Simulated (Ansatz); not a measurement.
# Relaxing ThSiO4 (I4_1/amd) (192 atoms), part 2 of 2

Aim: bring ThSiO4 (I4_1/amd) (192 atoms) to a nearby minimum of the energy and see what moves.

Ansatz 0.2.0; Kohn-Sham DFT, PBE, norm-conserving pseudopotentials, plane waves.

The cell: 32 Th, 32 Si and 128 O. Sampling is at Γ alone, for a cell whose shortest periodic width is 13 Å. Spin–orbit coupling is left out.

So far. Step 3 (Relaxation): The relaxation changed the energy by -365 meV/atom, and atoms moved by 0.13 Å r.m.s., 0.21 Å at most.

**5. Single point at the relaxed geometry**

One more single point at the end of the walk gives the fuller output and checks the residual forces.

Input file input.yaml:

```yaml
crystal:
  lattice:
    - [14.296, 0.0, 0.0]
    - [0.0, 14.296, 0.0]
    - [0.0, 0.0, 12.618]
  atoms:
    - { symbol: Th, position: [0.99985, 9.0e-05, 4.0e-05] }
    - { symbol: Th, position: [0.24984, 0.2501, 0.25003] }
    - { symbol: Th, position: [0.99984, 0.25009, 0.12504] }
    - { symbol: Th, position: [0.24983, 0.0001, 0.37504] }
    - { symbol: Si, position: [0.99982, 8.0e-05, 0.25004] }
    - { symbol: Si, position: [0.24985, 0.25011, 4.0e-05] }
    - { symbol: Si, position: [0.99983, 0.2501, 0.37504] }
    - { symbol: Si, position: [0.24985, 0.00011, 0.12503] }
    - { symbol: O, position: [0.99982, 0.08869, 0.167] }
    - { symbol: O, position: [0.24986, 0.1615, 0.417] }
    - { symbol: O, position: [0.41124, 0.25019, 0.292] }
    - { symbol: O, position: [0.33846, 9.0e-05, 0.042] }
    - { symbol: O, position: [0.24986, 0.08871, 0.20807] }
    - { symbol: O, position: [0.99982, 0.1615, 0.45808] }
    - { symbol: O, position: [0.33845, 0.25015, 0.08308] }
    - { symbol: O, position: [0.41122, 0.00018, 0.33307] }
    - { symbol: O, position: [0.08842, 9.0e-05, 0.33308] }
    - { symbol: O, position: [0.16124, 0.25006, 0.08307] }
    - { symbol: O, position: [0.16125, 0.00012, 0.04199] }
    - { symbol: O, position: [0.08844, 0.25008, 0.292] }
    - { symbol: O, position: [0.24981, 0.33871, 0.417] }
    - { symbol: O, position: [0.99976, 0.41148, 0.167] }
    - { symbol: O, position: [0.99985, 0.3387, 0.45808] }
    - { symbol: O, position: [0.24975, 0.4115, 0.20807] }
    - { symbol: Th, position: [0.99982, 0.0001, 0.50004] }
    - { symbol: Th, position: [0.24986, 0.25012, 0.75004] }
    - { symbol: Th, position: [0.99986, 0.25011, 0.62504] }
    - { symbol: Th, position: [0.24986, 0.00011, 0.87504] }
    - { symbol: Si, position: [0.99985, 0.0001, 0.75004] }
    - { symbol: Si, position: [0.24984, 0.25011, 0.50004] }
    - { symbol: Si, position: [0.99986, 0.2501, 0.87504] }
    - { symbol: Si, position: [0.24983, 0.00011, 0.62503] }
    [... 154 atom lines left out ...]
    - { symbol: O, position: [0.66114, 0.50014, 0.54199] }
    - { symbol: O, position: [0.58829, 0.75016, 0.79199] }
    - { symbol: O, position: [0.74968, 0.83873, 0.917] }
    - { symbol: O, position: [0.49983, 0.91157, 0.667] }
    - { symbol: O, position: [0.49973, 0.83879, 0.95808] }
    - { symbol: O, position: [0.7498, 0.91153, 0.70808] }
kpoints:
  mp_grid: { grid: [1, 1, 1] }
hamiltonian:
  xc: pbe
  pseudopotentials: { kind: nc, accuracy: standard }
scf:
  occupations: { method: fixed }
output:
  forces: true
  stress: true
  populations: true
  dos:
    method: { smearing: { sigma: 0.1 } }
    de: 0.1
    projected: { site_lists: { O: [O], Si: [Si], Th: [Th] } }
  eigenvalues: true
  write_density: true
  write_potential: true
  volumetric_format: npy
```

Started as:

```
ansatz run input.yaml --threads 16 --pin off --max-ram 31232MiB --backend cpu --events-out ev --progress --plain --runs-dir out
```

Numbers of over 12 decimals in the logs are rounded to 6 here.

What it wrote:

```text
Th: projections on atomic orbitals take those of the free atom [Xe 4f14] 5d10 5f0 6s2 6p6 6d2 7s2, of charge +0.00 (hamiltonian.pseudopotentials.projection_atoms)
[...]
Crystal: 192 atoms, lattice volume = 2578.812 Å³
Basis set: ecut = 1142.878222 eV, 226349 PW (Γ), exchange–correlation on 320×320×288 points (8 copies of the dense FFT grid, shifted against one another)
Bands: 992, of which v1, the nominal top of the filled ones, is band 800 counted from 1 (799 counted from 0)
Symmetry: 1 space group operations
[...]
k-points: 1
[...]
SCF iter   1: F=—  HF=-212855.939392 eV  |F-HF|=—  |Δ(HF+E_count)|=         —  Δρ=1.15e-1  dr2=7.37e2  ethr=3.10e-3  ⟨swp⟩=5.0  Hψ=3892  notcnv=0  defer=150
[...]
SCF iter  12: F=-212699.293639 eV  HF=-212699.293639 eV  |F-HF|=1.07e-8  |Δ(HF+E_count)|=   3.59e-7  Δρ=1.20e-6  dr2=3.88e-8  ethr=6.25e-12  ⟨swp⟩=32.0  Hψ=13346  notcnv=0
SCF 1 converged in 12 iterations: F = -212699.293639 eV  dr2 = 3.88e-8
SCF converged after 12 iterations
Free energy (F): -212699.293639 eV
[...]
Internal energy: -212699.293639 eV  (E = F + TS)
E sigma→0 (E₀):  -212699.293639 eV
Fermi energy:    8.953358 eV
[...]
--- Forces (eV/Å), atoms counted from 1 ---
  atom   1  Th     0.00043169     0.00095350     0.00031453
  atom   2  Th     0.00008161     0.00128291     0.00162830
  atom   3  Th     0.00092948     0.00131675    -0.00034170
  atom   4  Th    -0.00257990     0.00069001    -0.00220020
  atom   5  Si    -0.00005661     0.00268981    -0.00069473
  atom   6  Si    -0.00135617     0.00299813    -0.00191995
  atom   7  Si     0.00229483    -0.00064948    -0.00155945
  atom   8  Si    -0.00024594    -0.00276802     0.00288626
  atom   9  O      0.00010489    -0.00193018     0.00037209
  atom  10  O     -0.00026624     0.00124450     0.00041169
  atom  11  O     -0.00228543    -0.00038347    -0.00203623
  atom  12  O     -0.00148572     0.00087752    -0.00063325
  atom  13  O     -0.00045261    -0.00017535     0.00054818
  atom  14  O      0.00017703    -0.00108414     0.00078250
[...]
atom 191  O     -0.00071989     0.00020229    -0.00073405
  atom 192  O      0.00025274    -0.00067396     0.00029450
  max |Σ_I F_I| component: 2.93e-5 eV/Å
--- Stress (GPa, compression-positive) ---
        2.879224       0.000000       0.000281
        0.000000       2.876770      -0.000211
        0.000281      -0.000211       3.901123
  P = ⅓ Tr σ = 3.2190 GPa (32.190 kbar)
--- Band table (eV) ---
[...]
--- Löwdin populations: 192 sites ---
  site symbol       q [e]
     0     Th     20.7434
     1     Th     20.7434
     2     Th     20.7435
[...]
191      O      6.6752
  spilling = 0.005350 (of n_electrons = 1600.000000)
```

The job ended after 4.5 min (16 threads of Arm Neoverse V1, shared host; peak memory 19 GiB).

Numbers from this run:

- free energy: -212699.2936 eV
- free energy per atom: -1107.8088 eV/atom
- SCF cycles: 12
- pressure: 3.219 GPa
- r.m.s. force component: 0.00128 eV/Å
- longest force: 0.00617 eV/Å
- Fermi energy: 8.953 eV
- gap (highest filled to lowest empty level): 5.036 eV
- spilling of the projection: 0.00535

Löwdin charges by element (they lack the spilled electrons, 0.045 e an atom on average):

```
element  coordination  atoms  mean charge (e)  spread   least    most
      O           all    128           -0.675       0  -0.675  -0.675
     Si           all     32             1.71       0    1.71    1.71
     Th           all     32             1.26       0    1.26    1.26
```

States in the cell by windows of 1 eV, zero at the Fermi level; the larger projections on atomic orbitals stand beside the total:

```
from (eV)  to (eV)  total    O p  Th d  Th p
      -14      -13   98.5    8.3   0.4  69.3
      -13      -12   11.2    0.6   0.1   7.9
      -12       -7    0.0    0.0   0.0   0.0
       -7       -6   22.2   14.2   2.4   0.2
       -6       -5   39.5   25.0   1.2   1.4
       -5       -4   69.9   48.4   7.9   0.9
       -4       -3  118.2   85.9   7.8   2.7
       -3       -2  131.2  105.2  13.4   1.8
       -2       -1  215.4  187.3   9.1   4.9
       -1        0  163.8  150.5   2.4   2.9
        0        1    7.8    7.3   0.0   0.2
        1        4    0.0    0.0   0.0   0.0
        4        5    1.0    0.0   0.1   0.0
```

With fixed occupations the program's Fermi level is the highest filled level; weight inside the gap is the broadening of levels at its edges.

Between -26 and -14 eV lie 338 more states.

The stored curve holds about 1216 of the 1600 electrons; the rest, give or take the few that broadening carries across the Fermi level, lie in deeper levels below its range.

The levels nearest the highest filled one (over half full), pooled over k-points and spins:

```
level less the highest filled one (eV)  occupation
                               -0.0664           2
                               -0.0593           2
                               -1.0e-4           2
                               -1.0e-4           2
                                     0           2
                                     0           2
                                  5.04           0
                                  5.06           0
                                  5.06           0
                                  5.14           0
                                  5.14           0
                                  5.14           0
```

Valence density in the ac plane at fractional y = 0.000, with atoms of Th and Si and O within 0.2 Å of it. It is the smooth field of the valence electrons, not physical close to the nuclei.

Values in e/Å³, 13 rows by 16 columns, each cell a mean:
```
3.9 0.4 0.4 1.1 1.5 0.5 0.3 3.1 3.9 0.4 0.4 1.1 1.5 0.5 0.3 3.1
0.6 2.6 0.7 5.1 5.7 0.7 2.4 1.0 0.6 2.6 0.7 5.1 5.7 0.7 2.4 1.0
0.8 3.2 0.6 1.2 1.7 0.4 2.9 1.4 0.8 3.2 0.6 1.2 1.7 0.4 2.9 1.4
0.2 0.2 0.1 0.2 0.2 0.1 0.1 0.2 0.2 0.2 0.1 0.2 0.2 0.1 0.1 0.2
0.2 0.1 0.2 0.3 0.2 0.2 0.1 0.2 0.2 0.1 0.2 0.3 0.2 0.2 0.1 0.2
2.2 0.5 3.3 1.5 0.9 3.6 0.7 1.6 2.2 0.5 3.3 1.5 0.9 3.6 0.7 1.6
5.5 0.7 2.0 0.9 0.6 2.2 0.6 4.9 5.5 0.7 2.0 0.9 0.6 2.2 0.6 4.9
1.2 0.6 0.3 3.4 4.1 0.4 0.5 1.0 1.2 0.6 0.3 3.4 4.1 0.4 0.5 1.0
0.9 4.5 1.0 3.6 4.3 0.7 4.2 1.7 0.9 4.5 1.0 3.6 4.3 0.7 4.2 1.7
0.4 0.9 0.2 0.2 0.3 0.1 0.8 0.5 0.4 0.9 0.2 0.2 0.3 0.1 0.8 0.5
0.3 0.1 0.1 0.2 0.3 0.1 0.1 0.2 0.3 0.1 0.1 0.2 0.3 0.1 0.1 0.2
0.3 0.2 1.1 0.6 0.4 1.2 0.2 0.3 0.3 0.2 1.1 0.6 0.4 1.2 0.2 0.3
4.5 0.8 4.1 1.6 0.9 4.4 1.0 3.9 4.5 0.8 4.1 1.6 0.9 4.4 1.0 3.9
```
Columns run along a (14.3 Å), rows up along c (12.6 Å). Atoms in or near the plane, at fractional coordinates: Th at (0.00, 0.00), Th at (0.25, 0.38), Si at (0.00, 0.25), Si at (0.25, 0.13), O at (0.34, 0.04), O at (0.41, 0.33), O at (0.09, 0.33), O at (0.16, 0.04), Th at (0.00, 0.50), Th at (0.25, 0.88), Si at (0.00, 0.75), Si at (0.25, 0.63), O at (0.34, 0.54), O at (0.41, 0.83) and more.

Electrostatic potential energy in the ac plane at fractional y = 0.000, with atoms of Th and Si and O within 0.2 Å of it. With pseudopotentials it is smooth inside the atoms' cores, unlike the true potential.

Values in eV, 13 rows by 16 columns, each cell a mean:
```
-57   3   9 -12 -20   7   8 -45 -57   3   9 -12 -20   7   8 -45
  6 -14   3 -72 -77  -3 -11   3   6 -14   3 -72 -77  -3 -11   3
-15 -25   8 -16 -26   8 -21 -14 -15 -25   8 -16 -26   8 -21 -14
-26   9  14   9   7  13  12 -17 -26   9  14   9   7  13  12 -17
  8  13  12 -19 -29   9  14   9   8  13  12 -19 -29   9  14   9
-35   7 -26 -13 -12 -30   7 -23 -35   7 -26 -13 -12 -30   7 -23
-74  -3  -6   3   5  -8   4 -69 -74  -3  -6   3   5  -8   4 -69
-13   7   7 -50 -61   2   9  -7 -13   7   7 -50 -61   2   9  -7
  1 -42   3 -53 -63   0 -37  -5   1 -42   3 -53 -63   0 -37  -5
-32   4  13   7   5  12   7 -22 -32   4  13   7   5  12   7 -22
 -4  12  13  -3  -7  11  13   0  -4  12  13  -3  -7  11  13   0
  3  12   5 -21 -31   1  13   5   3  12   5 -21 -31   1  13   5
-67  -1 -36  -3   3 -41   2 -58 -67  -1 -36  -3   3 -41   2 -58
```
Columns run along a (14.3 Å; values clipped at the 3rd and 97th percentile), rows up along c (12.6 Å). Atoms in or near the plane, at fractional coordinates: Th at (0.00, 0.00), Th at (0.25, 0.38), Si at (0.00, 0.25), Si at (0.25, 0.13), O at (0.34, 0.04), O at (0.41, 0.33), O at (0.09, 0.33), O at (0.16, 0.04), Th at (0.00, 0.50), Th at (0.25, 0.88), Si at (0.00, 0.75), Si at (0.25, 0.63), O at (0.34, 0.54), O at (0.41, 0.83) and more.

Mean Löwdin charges: O -0.68, Si +1.71, Th +1.26 e (they miss 0.53 % of the electrons, so they add up to more than the cell's charge).

The surroundings of O89, picked at random, nearest first, numbered as they follow in the input and with coordinates relative to it.

```
atom      x      y      z  distance (Å)  bonds  Löwdin charge (e)
 O89   0.00   0.00   0.00          0.00      3              -0.68
Si77  -1.27   0.00  -1.05          1.64      4               1.71
Th76   2.31   0.00   0.53          2.37      8               1.26
Th49  -1.27   0.00   2.11          2.46      8               1.26
O184  -2.53   0.00   0.00          2.53      3              -0.68
 O81  -1.27   1.27  -2.10          2.76      3              -0.68
 O46  -1.27  -1.27  -2.10          2.76      3              -0.68
 O67   1.04   0.00   2.64          2.83      3              -0.68
 O86  -1.27   2.31   1.58          3.07      3              -0.68
 O47  -1.27  -2.31   1.58          3.07      3              -0.68
 O85   2.31   1.27  -1.58          3.07      3              -0.68
 O48   2.31  -1.27  -1.58          3.07      3              -0.68
```

The column of bonds counts only the pairs O-Si within 2.02 Å, O-Th within 3.18 Å; other neighbours, such as metal atoms beside each other in a compound, aren't counted, and periodic images can show an atom twice.

**6. Results**

| Property | Result |
| --- | --- |
| energy change in the relaxation | -365.4 meV/atom |
| r.m.s. displacement | 0.132 Å |
| largest displacement | 0.21 Å |
| free energy per atom | -1107.8088 eV/atom |
| density | 6.679 g/cm³ |
| pressure | 3.219 GPa |
| r.m.s. force component | 0.00128 eV/Å |
| gap (highest filled to lowest empty level) | 5.036 eV |
| wall time of the 3 DFT runs | 16 min |

What this shows: Relaxation lowers the energy by 365 meV/atom and moves atoms by 0.13 Å r.m.s.; the r.m.s. force component goes from 4.0 to 0.0013 eV/Å. By the final cutoffs no bond was broken or made. From the first step to the last the energy fell by 70.160 eV, and the largest move was 0.21 Å (O134). The O-Si bonds change most in mean length: from 1.508 Å (spread 0.025) to 1.644 Å (spread 0.000). With the cutoffs above, all O atoms have 3, all Si atoms have 4 and all Th atoms have 8 bonded neighbours. Counting bonds to Si alone, not to Th, 0 % of the oxygens join two of these atoms and 100 % one. The highest filled and lowest empty levels differ by 5.04 eV at Γ alone; the mesh holds the band edges only if they fold onto it, so the gap at this level can be narrower or closed.

**Limits.** Forces of over 1 eV/Å at the start, largest on O, show that the listed positions lie far from a minimum at this level. The pressure of 3.2 GPa says that the cell would expand at this level of theory.

[Logs are printed without paths, hosts, clocks, repeated set-up lines and the standing remarks that a program may print on its own settings, such as how far it seeks lower states.]

[Hosts, paths, dates, database ids (printed as entryN), source tags and the programs' standing remarks are cut or masked in the printed files.]
